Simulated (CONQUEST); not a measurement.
**AlN under changes of volume**

One of the cells (10.451 Å³/atom); the others are scaled copies at fixed shape and fractional positions:

```
CELL_PARAMETERS angstrom
3.11300 0.00000 0.00000
0.00000 4.98100 0.00000
0.00000 0.00000 5.39187
ATOMIC_POSITIONS crystal
Al 0.00000 0.50000 0.33333
Al 0.50000 0.50000 0.83333
Al 0.00000 0.00000 0.66667
Al 0.50000 0.00000 0.16667
N 0.00000 0.88000 0.33333
N 0.50000 0.88000 0.83333
N 0.00000 0.38000 0.66667
N 0.50000 0.38000 0.16667
```

| Item | Value |
| --- | --- |
| Program | CONQUEST 1.3 |
| Functional | PBE |
| Potentials or basis | PseudoDojo NC PBE, DZP, grid of 36 × 60 × 60 points |
| k mesh | 9 × 6 × 5 |
| Occupations | fermi-dirac, width 0.05 eV |
| Spin | no spin polarisation |

```tsv
volume (Å³/atom)	energy over the lowest point (meV/atom)	pressure (GPa)	gap on the mesh (eV)	largest force (eV/Å)
9.824	58.70	21.3	4.99	0.196
10.033	34.76	15.5	4.79	0.184
10.242	17.67	10.7	4.59	0.171
10.451	6.50	6.4	4.40	0.154
10.660	0.70	2.4	4.22	0.147
10.869	0.00	-1.4	4.04	0.124
11.078	?	?	?	?
```

Q: What does the run at 11.078 Å³/atom give?

A: Energy over the lowest point 4.29 meV/atom; pressure -5.0 GPa; gap on the mesh 3.86 eV; largest force 0.123 eV/Å.

Worked out: A Birch-Murnaghan fit of order 3 (a polynomial in V^(-2/3)) to the other rows has its minimum at 10.80 Å³/atom with B0 = V·E''(V) = 183 GPa and B' = 4.2 at fixed shape and positions, which overstates the stiffness. It gives 3.66 meV/atom at 11.078 Å³/atom, against the run's 4.29, and -dE/dV = -4.4 GPa, against -5.0. A straight line through the other rows of the gap, of slope -9.4 eV per unit of ln V, extrapolates to 3.86 eV, against the run's 3.86.

Energies are extrapolated to zero smearing.

Caveats: an odd mesh through Γ misses points on the zone boundary, where band edges often lie; the basis of atomic orbitals isn't converged, which shifts pressures, moduli and gaps.
